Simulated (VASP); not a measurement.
# KCl (Fm-3m) in VASP: a series of runs

Runs on KCl. Level: PBEsol+D3(BJ). Tasks: relaxation of cell and atoms.

All numbers are computed with VASP 6.6.1; they aren't measurements. Logs are shortened: lines on timing, memory, paths and dates and some standing lists are left out, and cuts for length are marked.

**1. The crystal as given**

Symmetry: Fm-3m, No. 225, cubic system. Conventional cell: a = 6.036 Å, b = 6.036 Å, c = 6.036 Å, α = 90.00°, β = 90.00°, γ = 90.00°. K (site symmetry m-3m) has 6 Cl at 3.02 Å as nearest neighbours. Cl (site symmetry m-3m) is surrounded by 6 K at 3.02 Å.

**2. Relaxation of cell and atoms, PBEsol+D3(BJ), target pressure 0.48 GPa, at which the enthalpy is minimised**

Input file INCAR:

```
PREC = Accurate
ENCUT = 520
EDIFF = 1E-7
ISMEAR = 0
SIGMA = 0.1
LREAL = F
LASPH = T
NELM = 60
ALGO = Normal
ISIF = 3
LWAVE = F
LCHARG = F
GGA = PS
IVDW = 12
IBRION = 2
NSW = 80
EDIFFG = -0.002
PSTRESS = 4.8
```

Input file KPOINTS:

```
Automatic mesh
0
Gamma
  12 12 12
```

Input file POSCAR:

```
KCl                                     
1.0
    0.0000000000      3.0180497646      3.0180497646
    3.0180497646      0.0000000000      3.0180497646
    3.0180497646      3.0180497646      0.0000000000
  K               Cl            
     1     1
Direct
     0.0000000000000000    0.0000000000000000    0.0000000000000000
     0.5000000000000000    0.5000000000000000    0.5000000000000000
```

Potentials or basis: VASP PAW PBE potentials, release 64 (K_sv, Cl).

On the command line:

```
> cat potpaw_PBE.64/K_sv/POTCAR potpaw_PBE.64/Cl/POTCAR > POTCAR
> mpirun -np 1 vasp_std > vasp.out
```

OUTCAR:

```text
PREC = Accurate
   ENCUT = 520
   EDIFF = 1E-7
   ISMEAR = 0
   LREAL = F
   LASPH = T
   NELM = 60
   ISIF = 3
   GGA = PS
   IVDW = 12
   IBRION = 2
   NSW = 80
   EDIFFG = -0.002
   PSTRESS = 4.8
 IVDW          = 12

 ion  position               nearest neighbor table
   1  0.000  0.000  0.000-   2 3.02   2 3.02   2 3.02   2 3.02   2 3.02   2 3.02
   2  0.500  0.500  0.500-   1 3.02   1 3.02   1 3.02   1 3.02   1 3.02   1 3.02

  LATTYP: Found a face centered cubic cell.
 ALAT       =     6.0360995292

  Lattice vectors:

 A1 = (   0.0000000000,   3.0180497646,   3.0180497646)
 A2 = (   3.0180497646,   0.0000000000,   3.0180497646)
 A3 = (   3.0180497646,   3.0180497646,   0.0000000000)

Analysis of symmetry for initial positions (statically):
=====================================================================
 Subroutine PRICEL returns:
 Original cell was already a primitive cell.

 Routine SETGRP: Setting up the symmetry group for a
 face centered cubic supercell.

 Subroutine GETGRP returns: Found 48 space group operations
 (whereof 48 operations were pure point group operations)
 out of a pool of 48 trial point group operations.

The static configuration has the point symmetry O_h .

Analysis of symmetry for dynamics (positions and initial velocities):
=====================================================================
 Subroutine PRICEL returns:
 Original cell was already a primitive cell.

 Routine SETGRP: Setting up the symmetry group for a
 face centered cubic supercell.

 Subroutine GETGRP returns: Found 48 space group operations
 (whereof 48 operations were pure point group operations)
 out of a pool of 48 trial point group operations.

The dynamic configuration has the point symmetry O_h .

 Subroutine INISYM returns: Found 48 space group operations
 (whereof 48 operations are pure point group operations),
 and found     1 'primitive' translations

----------------------------------------------------------------------------------------

                                     Primitive cell

  volume of cell :      54.9806

  direct lattice vectors                    reciprocal lattice vectors
     0.000000000  3.018049765  3.018049765    -0.165669899  0.165669899  0.165669899
     3.018049765  0.000000000  3.018049765     0.165669899 -0.165669899  0.165669899
     3.018049765  3.018049765  0.000000000     0.165669899  0.165669899 -0.165669899

  length of vectors
     4.268166909  4.268166909  4.268166909     0.286948683  0.286948683  0.286948683

[... 73 lines left out ...]
   ICHARG =      2    charge: 1-file 2-atom 10-const
   ISPIN  =      1    spin polarized calculation?
   LNONCOLLINEAR =      F non collinear calculations
   LSORBIT =      F    spin-orbit coupling
   LASPH  =      T    aspherical Exc in radial PAW
   ENCUT  =  520.0 eV  38.22 Ry    6.18 a.u.   7.94  7.94  7.94*2*pi/ulx,y,z
   NELM   =     60;   NELMIN=  2; NELMDL= -5     # of ELM steps
   EDIFF  = 0.1E-06   stopping-criterion for ELM
   LREAL  =      F    real-space projection
   EDIFFG = -.2E-02   stopping-criterion for IOM
   NSW    =     80    number of steps for IOM
   IBRION =      2    ionic relax: 0-MD 1-quasi-New 2-CG
   NFREE  =      1    steps in history (QN), initial steepest desc. (CG)
   ISIF   =      3    stress and relaxation
   ISYM   =      2    0-nonsym 1-usesym 2-fastsym
   POTIM  = 0.5000    time-step for ionic-motion
   TEBEG  =    0.0;   TEEND  =   0.0 temperature during run
   PSTRESS=    4.8 pullay stress
   NELECT =      16.0000    total number of electrons
   NUPDOWN=      -1.0000    fix difference up-down
   EMIN   =  10.00;   EMAX   =-10.00  energy-range for DOS
   EFERMI =   0.00;   METHOD = LEGACY
   ISMEAR =     0;   SIGMA  =   0.10  broadening in eV -4-tet -1-fermi 0-gaus
   EFERMI_NEDOS =   21; number of points for ismear=-14 and -15
   IALGO  =     38    algorithm
   IMIX   =      4    mixing-type and parameters
     AMIX     =   0.40;   BMIX     =  1.00
     AMIX_MAG =   1.60;   BMIX_MAG =  1.00
  volume/ion in A,a.u.               =      27.49       185.51
  Fermi-wavevector in a.u.,A,eV,Ry     =   1.084872  2.050110 16.013334  1.176947
  Thomas-Fermi vector in A             =   2.220972
   LORBIT       =      0    0 simple, 1 ext, 2 COOP (PROOUT), +10 PAW based schemes
   GGA     = PS    functional components
   LHFCALC =     F    Hartree Fock is set to
   AEXX    =    0.0000 exact exchange contribution
   IVDW    =    12    specifies the selected vdW correction
   LEPSILON=     F    determine dielectric tensor
   LRPA    =     F    only Hartree local field effects (RPA)
 conjugate gradient relaxation of ions
 non-spin polarized calculation
 Gauss-broadening in eV      SIGMA  =   0.10
  energy-cutoff  :      520.00
  volume of cell :       54.98
 maximum number of plane-waves:      1492
   NGX = 15   NGY = 15   NGZ = 15

--------------------------------------- Ionic step        1  -------------------------------------------

 number of electron      16.0000000 magnetization

 Free energy of the ion-electron system (eV)
  ---------------------------------------------------
  ext. energy  EPLUGINS =         0.00000000
  ---------------------------------------------------
  free energy    TOTEN  =        -6.97918126 eV

  energy without entropy =       -6.97918126  energy(sigma->0) =       -6.97918126

------------------------ aborting loop because EDIFF is reached ----------------------------------------

 Edisp (eV)   -0.42672

 E8    (eV) :    -0.2896
[... 117 lines left out ...]
--------------------------------------- Ionic step        4  -------------------------------------------

 number of electron      16.0000001 magnetization

 Free energy of the ion-electron system (eV)
  ---------------------------------------------------
  ext. energy  EPLUGINS =         0.00000000
  ---------------------------------------------------
  free energy    TOTEN  =        -6.99927967 eV

  energy without entropy =       -6.99927967  energy(sigma->0) =       -6.99927967

 E-fermi :  -1.0466     XC(G=0):  -8.1495

 val. band max:       -1.4915170432   @ k =   0.0000   0.0000   0.0000
 cond. band min:       3.8580056052   @ k =   0.0000   0.0000   0.0000
 fundamental gap:      5.3495226484
 Fermi energy:        -1.0466492713

 k-point     1 :       0.0000    0.0000    0.0000
  band No.  band energies     occupation
      1     -28.3139      2.00000
      2     -13.7058      2.00000
      3     -11.8425      2.00000
      4     -11.8425      2.00000
      5     -11.8425      2.00000
      6      -1.4915      2.00000
      7      -1.4915      2.00000
      8      -1.4915      2.00000
      9       3.8580      0.00000
     10       6.8199      0.00000
     11       6.8199      0.00000
     12       6.8199      0.00000
[... 331 lines left out ...]
 k-point    24 :      -0.4167    0.1667    0.0000
  band No.  band energies     occupation
      1     -28.2938      2.00000
      2     -13.8694      2.00000
      3     -11.9083      2.00000
      4     -11.8647      2.00000
      5     -11.6138      2.00000
      6      -2.5995      2.00000
      7      -1.9509      2.00000
      8      -1.9077      2.00000
      9       6.3504      0.00000
     10       7.1430      0.00000
     11       8.9295      0.00000
     12       9.1405      0.00000

 [... further k-points ...]

------------------------ aborting loop because EDIFF is reached ----------------------------------------

 Edisp (eV)   -0.41459

 E8    (eV) :    -0.2813
[... 29 lines left out ...]
  energy  without entropy=       -7.4138743056  energy(sigma->0) =       -7.41387431

  enthalpy is  TOTEN    =        -7.2445508128 eV   P V=        0.1693234928

 reached required accuracy - stopping structural energy minimisation
```

CONTCAR:

```text
KCl
   1.00000000000000
     0.0000000000000000    3.0459225489437962    3.0459225489437962
     3.0459225489437962    0.0000000000000000    3.0459225489437962
     3.0459225489437962    3.0459225489437962    0.0000000000000000
  K               Cl
     1     1
Direct
     0.0000000000000000    0.0000000000000000    0.0000000000000000
     0.5000000000000000    0.5000000000000000    0.5000000000000000

  0.00000000E+00  0.00000000E+00  0.00000000E+00
  0.00000000E+00  0.00000000E+00  0.00000000E+00
```

It took 59 s on 1 thread of Intel Xeon Platinum 8488C (Sapphire Rapids), shared host; peak memory 0.22 GiB.

What came out:

| Property | Result |
| --- | --- |
| Free energy | -7.4139 eV |
| Relaxed volume | 28.26 Å³/atom |
| Relaxed cell | a = 4.308 Å, b = 4.308 Å, c = 4.308 Å, α = 60.00°, β = 60.00°, γ = 60.00° |
| Space group after relaxing (to 0.05 Å) | Fm-3m (No. 225) |
| Energy change on relaxing (the enthalpy is what falls) | -4.0 meV/atom |
| Ionic steps | 4 |
| Pressure after relaxing | 0.5 GPa |
| Band gap on the k mesh | 5.35 eV, direct |
| Dispersion energy per atom | -0.207 eV |

Step by step:
```tsv
step	energy change (eV)	largest force (eV/Å)	pressure (GPa)	volume (Å³)
1	0.0000	0.0000	1.20	54.98
2	-0.0059	0.0000	0.72	55.97
3	-0.0081	0.0000	0.46	56.56
4	-0.0080	0.0000	0.48	56.52
```

Final structure:
```
K Cl
1.0
     0.00000    3.04592    3.04592
     3.04592    0.00000    3.04592
     3.04592    3.04592    0.00000
K Cl
1 1
Direct
  0.00000 0.00000 0.00000
  0.50000 0.50000 0.50000
```

Caveat: the cell is relaxed towards a set pressure, so the enthalpy falls and the energy may rise; the PAW data sets were made with another functional, which shifts forces and pressure a little. A hybrid or GW would open this gap; PBEsol tends to underestimate it.

**3. Relaxation of cell and atoms, PBEsol+D3(BJ), target pressure 0.48 GPa, at which the enthalpy is minimised**

This run uses another cell than the first one, of 28.26 Å³/atom, 1.028 times its volume.

INCAR is that of step 2.

KPOINTS is that of step 2.

Input file POSCAR:

```
KCl                                     
1.0
    0.0000000000      3.0459225489      3.0459225489
    3.0459225489      0.0000000000      3.0459225489
    3.0459225489      3.0459225489      0.0000000000
  K               Cl            
     1     1
Direct
     0.0000000000000000    0.0000000000000000    0.0000000000000000
     0.5000000000000000    0.5000000000000000    0.5000000000000000
```

Potentials or basis: VASP PAW PBE potentials, release 64 (K_sv, Cl).

On the command line:

```
> cat potpaw_PBE.64/K_sv/POTCAR potpaw_PBE.64/Cl/POTCAR > POTCAR
> mpirun -np 1 vasp_std > vasp.out
```

Run time: 19 s. Hardware: 1 thread of Intel Xeon Platinum 8488C (Sapphire Rapids), shared host; peak memory 0.21 GiB.

Results (log left out):

```yaml
Free_energy: -7.4144 eV
Pressure_after_relaxing: 0.5 GPa
Band_gap_on_the_k_mesh: 5.35 eV, direct
Dispersion_energy_per_atom: -0.207 eV
```

Final structure:
```
CELL_PARAMETERS angstrom
0.00000 3.04592 3.04592
3.04592 0.00000 3.04592
3.04592 3.04592 0.00000
ATOMIC_POSITIONS crystal
K 0.00000 0.00000 0.00000
Cl 0.50000 0.50000 0.50000
```

Levels at points of the mesh, in eV from the valence-band top:
| k point | band 5 | band 6 | band 7 | band 8 | band 9 | band 10 | band 11 | band 12 |
| --- | --- | --- | --- | --- | --- | --- | --- | --- |
| (0.00, 0.00, 0.00) | -10.35 | 0.00 | 0.00 | 0.00 | 5.35 | 8.31 | 8.31 | 8.31 |
| (0.50, 0.00, 0.00) | -10.05 | -1.27 | -0.42 | -0.42 | 7.69 | 8.85 | 10.78 | 10.78 |
| (0.50, 0.50, 0.00) | -10.44 | -0.74 | -0.25 | -0.25 | 6.28 | 8.67 | 10.36 | 10.47 |

Caveat: the relaxation stopped at its first step, so nothing moved; the cell is relaxed towards a set pressure, so the enthalpy falls and the energy may rise; the PAW data sets were made with another functional, which shifts forces and pressure a little.

**4. Relaxation of cell and atoms, PBEsol+D3(BJ), target pressure 0.0001 GPa, at which the enthalpy is minimised**

This run uses another cell than the first one, of 28.26 Å³/atom, 1.028 times its volume.

INCAR: that of step 3 with these lines changed.

```diff
@@ -17,2 +17,2 @@
 EDIFFG = -0.002
-PSTRESS = 4.8
+PSTRESS = 0.001
```

KPOINTS is that of step 3.

POSCAR is that of step 3.

On the command line:

```
> cat potpaw_PBE.64/K_sv/POTCAR potpaw_PBE.64/Cl/POTCAR > POTCAR
> mpirun -np 1 vasp_std > vasp.out
```

Wall time 58 s (1 thread of Intel Xeon Platinum 8488C (Sapphire Rapids), shared host); peak memory 0.22 GiB.

It converged, with:

```
Free energy                                            : -7.4161 eV
Relaxed volume                                         : 28.86 Å³/atom
Relaxed cell                                           : a = 4.338 Å, b = 4.338 Å, c = 4.338 Å, α = 60.00°, β = 60.00°, γ = 60.00°
Space group after relaxing (to 0.05 Å)                 : Fm-3m (No. 225)
Energy change on relaxing (the enthalpy is what falls) : -0.9 meV/atom
Ionic steps                                            : 4
Pressure after relaxing                                : 0.0 GPa
Band gap on the k mesh                                 : 5.28 eV, direct
Dispersion energy per atom                             : -0.203 eV
```

The path:
```csv
step,energy change (eV),largest force (eV/Å),pressure (GPa),volume (Å³)
1,0.0000,0.0000,0.49,56.52
2,-0.0015,0.0000,0.19,57.23
3,-0.0018,0.0000,-0.02,57.76
4,-0.0018,0.0000,0.00,57.71
```

Final structure:
```xyz
2
Lattice="0.0000 3.0672 3.0672 3.0672 0.0000 3.0672 3.0672 3.0672 0.0000" Properties=species:S:1:pos:R:3 pbc="T T T"
K     0.0000    0.0000    0.0000
Cl    3.0672    3.0672    3.0672
```

Levels at points of the mesh, in eV from the valence-band top:
```tsv
k point	band 4	band 5	band 6	band 7	band 8	band 9	band 10	band 11	band 12
(0.00, 0.00, 0.00)	-10.40	-10.40	0.00	0.00	0.00	5.28	8.31	8.31	8.31
(0.50, 0.00, 0.00)	-10.41	-10.11	-1.23	-0.40	-0.40	7.63	8.78	10.72	10.72
(0.50, 0.50, 0.00)	-10.47	-10.47	-0.73	-0.24	-0.24	6.31	8.57	10.32	10.35
```

Caveat: the cell is relaxed towards a set pressure, so the enthalpy falls and the energy may rise; the PAW data sets were made with another functional, which shifts forces and pressure a little. A k mesh can miss the band edges.

[end of part 1 of 2]
